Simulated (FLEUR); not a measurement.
Here is a FLEUR MaX-R8.1 (later development tree) calculation.

File inp.xml:

```xml
<?xml version="1.0" encoding="UTF-8" standalone="no"?>
<fleurInput fleurInputVersion="0.39">
   <comment>
      Si                                                                                                  
   </comment>
   <calculationSetup>
      <cutoffs Kmax="4.54" Gmax="14.1" GmaxXC="14.1" numbands="0"/>
      <scfLoop itmax="80" minDistance="0.0001" maxIterBroyd="30" imix="Anderson" alpha="0.05" precondParam="0.0" spinf="2.0" sdNocoIR="T"/>
      <coreElectrons ctail="F" frcor="F" kcrel="0" coretail_lmax="0"/>
      <xcFunctional name="LibXC" relativisticCorrections="F">
         <LibXCName exchange="mgga_x_tpss" correlation="mgga_c_tpss"/>
         <AuxGGA exchange="117" correlation="130"/>
      </xcFunctional>
      <magnetism jspins="1"/>
      <soc l_soc="F" theta="0.0" phi="0.0" spav="F"/>
      <expertModes spex="0" secvar="F"/>
      <geometryOptimization l_f="F" forcealpha="1.0" forcemix="BFGS" epsdisp="0.00001" epsforce="0.00001"/>
      <ldaU l_linMix="F" mixParam="0.05" spinf="1.0"/>
   </calculationSetup>
   <cell>
      <bzIntegration valenceElectrons="12.0" mode="hist" fermiSmearingEnergy="0.00183747">
         <kPointListSelection listName="default-1"/>
         <!-- k-points included here -->
         <xi:include xmlns:xi="http://www.w3.org/2001/XInclude" href="kpts.xml"> </xi:include>
      </bzIntegration>
      <!-- symmetry operations included here -->
      <xi:include xmlns:xi="http://www.w3.org/2001/XInclude" href="sym.xml"> </xi:include>
      <bulkLattice scale="1.0">
         <bravaisMatrix>
            <row-1>    4.9521082179493519     0.0000000000000000     0.0000000000000000</row-1>
            <row-2>   -2.4760541090691621     4.2886515190183623     0.0000000000000000</row-2>
            <row-3>    0.0000000000000000     0.0000000000000000     4.6607343233048963</row-3>
         </bravaisMatrix>
      </bulkLattice>
   </cell>
   <atomSpecies>
      <species name="Silicon (Si)" element="Si" atomicNumber="14">
         <mtSphere radius="2.16" gridPoints="715" logIncrement="0.016"/>
         <atomicCutoffs lmax="9" lnonsphr="9"/>
         <electronConfig flipSpins="F">
            <coreConfig>(1s1/2)</coreConfig>
            <valenceConfig>(2s1/2) (2p1/2) (2p3/2) (3s1/2) (3p1/2) (3p3/2)</valenceConfig>
            <stateOccupation state="(3p1/2)" spinUp="0.333333" spinDown="0.333333"/>
            <stateOccupation state="(3p3/2)" spinUp="0.666667" spinDown="0.666667"/>
         </electronConfig>
         <energyParameters s="3" p="3" d="3" f="4"/>
         <lo type="SCLO" l="0" n="2" eDeriv="0"/>
         <lo type="SCLO" l="1" n="2" eDeriv="0"/>
         <lo type="SCLO" l="2" n="3" eDeriv="2"/>
         <lo type="SCLO" l="3" n="4" eDeriv="2"/>
      </species>
   </atomSpecies>
   <atomGroups>
      <atomGroup species="Silicon (Si)">
         <relPos label="                   1">.0000000000 .0000000000 .0000000000</relPos>
         <force calculate="T" relaxXYZ="TTT"/>
      </atomGroup>
   </atomGroups>
   <output dos="F" band="F" slice="F">
      <checks vchk="F" cdinf="F"/>
      <bandDOS minEnergy="-.5*Htr" maxEnergy="0.5*Htr" sigma="0.015" storeEVData="T"/>
      <vacuumDOS vacdos="F" integ="F" star="F" nstars="0" locx1="0.0" locy1="0.0" locx2="0.0" locy2="0.0" nstm="0" tworkf="0.0"/>
      <unfoldingBand unfoldBand="F" supercellX="1" supercellY="1" supercellZ="1"/>
      <plotting iplot="0" polar="F">
         <plot TwoD="T" vec1="  1.0  0.0  0.0" vec2="  0.0  1.0  0.0" vec3="  0.0  0.0  1.0" zero="  0.0  0.0  0.0" file="plot"/>
      </plotting>
      <chargeDensitySlicing numkpt="0" minEigenval="0.0" maxEigenval="0.0" nnne="0" pallst="F"/>
      <specialOutput eonly="F"/>
      <moessbauerParams electricFieldGradient="T" isomerShift="T" coreHyperfine="T" valenceHyperfine="T"/>
      <magneticCircularDichroism mcd="F" energyLo="-10.0" energyUp="0.0"/>
   </output>
  <!-- We include the file relax.xml here to enable relaxations (see documentation) -->
  <xi:include xmlns:xi="http://www.w3.org/2001/XInclude" href="relax.xml"> <xi:fallback/> </xi:include>
</fleurInput>
```

The input crystal.txt:

```
Si
&input cartesian=F /
2.6205428149  0.0000000000  0.0000000000
-1.3102714075  2.2694566494  0.0000000000
0.0000000000  0.0000000000  2.4663543900
1.8897261246
1.0 1.0 1.0

1
14 0.0000000000  0.0000000000  0.0000000000

&kpt div1=12 div2=12 div3=11 gamma=T /
```

Contents of inp.xml (bands):

```
<?xml version="1.0" encoding="UTF-8" standalone="no"?>
<fleurInput fleurInputVersion="0.39">
   <comment>
      Si                                                                                                  
   </comment>
   <calculationSetup>
      <cutoffs Kmax="4.54" Gmax="14.1" GmaxXC="14.1" numbands="0"/>
      <scfLoop itmax="80" minDistance="0.0001" maxIterBroyd="30" imix="Anderson" alpha="0.05" precondParam="0.0" spinf="2.0" sdNocoIR="T"/>
      <coreElectrons ctail="F" frcor="F" kcrel="0" coretail_lmax="0"/>
      <xcFunctional name="LibXC" relativisticCorrections="F">
         <LibXCName exchange="mgga_x_tpss" correlation="mgga_c_tpss"/>
         <AuxGGA exchange="117" correlation="130"/>
      </xcFunctional>
      <magnetism jspins="1"/>
      <soc l_soc="F" theta="0.0" phi="0.0" spav="F"/>
      <expertModes spex="0" secvar="F"/>
      <geometryOptimization l_f="F" forcealpha="1.0" forcemix="BFGS" epsdisp="0.00001" epsforce="0.00001"/>
      <ldaU l_linMix="F" mixParam="0.05" spinf="1.0"/>
   </calculationSetup>
   <cell>
      <bzIntegration valenceElectrons="12.0" mode="hist" fermiSmearingEnergy="0.00183747">
         <kPointListSelection listName="path-1"/>
         <!-- k-points included here -->
         <xi:include xmlns:xi="http://www.w3.org/2001/XInclude" href="kpts.xml"> </xi:include>
      </bzIntegration>
      <!-- symmetry operations included here -->
      <xi:include xmlns:xi="http://www.w3.org/2001/XInclude" href="sym.xml"> </xi:include>
      <bulkLattice scale="1.0">
         <bravaisMatrix>
            <row-1>    4.9521082179493519     0.0000000000000000     0.0000000000000000</row-1>
            <row-2>   -2.4760541090691621     4.2886515190183623     0.0000000000000000</row-2>
            <row-3>    0.0000000000000000     0.0000000000000000     4.6607343233048963</row-3>
         </bravaisMatrix>
      </bulkLattice>
   </cell>
   <atomSpecies>
      <species name="Silicon (Si)" element="Si" atomicNumber="14">
         <mtSphere radius="2.16" gridPoints="715" logIncrement="0.016"/>
         <atomicCutoffs lmax="9" lnonsphr="9"/>
         <electronConfig flipSpins="F">
            <coreConfig>(1s1/2)</coreConfig>
            <valenceConfig>(2s1/2) (2p1/2) (2p3/2) (3s1/2) (3p1/2) (3p3/2)</valenceConfig>
            <stateOccupation state="(3p1/2)" spinUp="0.333333" spinDown="0.333333"/>
            <stateOccupation state="(3p3/2)" spinUp="0.666667" spinDown="0.666667"/>
         </electronConfig>
         <energyParameters s="3" p="3" d="3" f="4"/>
         <lo type="SCLO" l="0" n="2" eDeriv="0"/>
         <lo type="SCLO" l="1" n="2" eDeriv="0"/>
         <lo type="SCLO" l="2" n="3" eDeriv="2"/>
         <lo type="SCLO" l="3" n="4" eDeriv="2"/>
      </species>
   </atomSpecies>
   <atomGroups>
      <atomGroup species="Silicon (Si)">
         <relPos label="                   1">.0000000000 .0000000000 .0000000000</relPos>
         <force calculate="T" relaxXYZ="TTT"/>
      </atomGroup>
   </atomGroups>
   <output dos="F" band="T" slice="F">
      <checks vchk="F" cdinf="F"/>
      <bandDOS minEnergy="-.5*Htr" maxEnergy="0.5*Htr" sigma="0.015" storeEVData="T"/>
      <vacuumDOS vacdos="F" integ="F" star="F" nstars="0" locx1="0.0" locy1="0.0" locx2="0.0" locy2="0.0" nstm="0" tworkf="0.0"/>
      <unfoldingBand unfoldBand="F" supercellX="1" supercellY="1" supercellZ="1"/>
      <plotting iplot="0" polar="F">
         <plot TwoD="T" vec1="  1.0  0.0  0.0" vec2="  0.0  1.0  0.0" vec3="  0.0  0.0  1.0" zero="  0.0  0.0  0.0" file="plot"/>
      </plotting>
      <chargeDensitySlicing numkpt="0" minEigenval="0.0" maxEigenval="0.0" nnne="0" pallst="F"/>
      <specialOutput eonly="F"/>
      <moessbauerParams electricFieldGradient="T" isomerShift="T" coreHyperfine="T" valenceHyperfine="T"/>
      <magneticCircularDichroism mcd="F" energyLo="-10.0" energyUp="0.0"/>
   </output>
  <!-- We include the file relax.xml here to enable relaxations (see documentation) -->
  <xi:include xmlns:xi="http://www.w3.org/2001/XInclude" href="relax.xml"> <xi:fallback/> </xi:include>
</fleurInput>
```

Potentials or basis: all-electron, FLAPW.

Launch:

```console
$ inpgen -f crystal.txt -profile fastHighL
$ # inp.xml edited to the form shown
$ fleur_MPI
$ fleur_MPI   # second run, on inp.xml (bands)
```

Problem. Predict the band gap along the path.

Solution. None (metal or under the smearing width).

Core levels (eV from the Fermi level):
| atom | levels |
| --- | --- |
| 1 Si | 1s1/2 -1781.2 |

Caveat: the meta-GGA is that of a development version, with a GGA for the radial functions and cores and without core tails.
